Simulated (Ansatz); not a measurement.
Crystal: Cs, diamond type, 2 atoms in the cell.

Computed with Ansatz, PBE, plane waves, PAW datasets (generated soft set 1).

Cutoff 420 eV; k-mesh 9×9×9 Γ-centred; Fermi–Dirac smearing of 0.0612 eV; no spin polarisation; no spin–orbit coupling.

The fit to the energies gives V₀ = 188.708 Å³/atom (a₀ = 11.472 Å), B₀ = 0.7 GPa, B₀′ = 3.10.

Problem. What pressure does the program print at V = 200.237 Å³/atom, and how far above the lowest computed point (V = 188.903 Å³/atom) does the energy lie?

Solution. -0.04 GPa and 1.38 meV/atom. All points:

| V (Å³/atom) | a (Å) | E − E(min) (meV/atom) | P (GPa) |
| --- | --- | --- | --- |
| 177.569 | 11.2414 | 1.51 | 0.05 |
| 181.347 | 11.3205 | 0.64 | 0.03 |
| 185.125 | 11.3986 | 0.15 | 0.01 |
| 188.903 | 11.4756 | 0.00 | 0.00 |
| 192.681 | 11.5516 | 0.17 | -0.01 |
| 196.459 | 11.6266 | 0.64 | -0.03 |
| 200.237 | 11.7007 | 1.38 | -0.04 |

The published all-electron PBE values for this crystal (mean of FLEUR and WIEN2k, k-spacing 0.06 Å⁻¹; Bosoni et al., Nat. Rev. Phys. 6, 45 (2024)) are V₀ = 188.756 Å³/atom, B₀ = 0.7 GPa, B₀′ = 3.15. This run's mesh is coarser (spacing 0.11 Å⁻¹), so part of any difference comes from k-sampling.

This cubic structure is a model: it isn't the usual form of the substance at ambient conditions, and such phases are metastable or hypothetical.
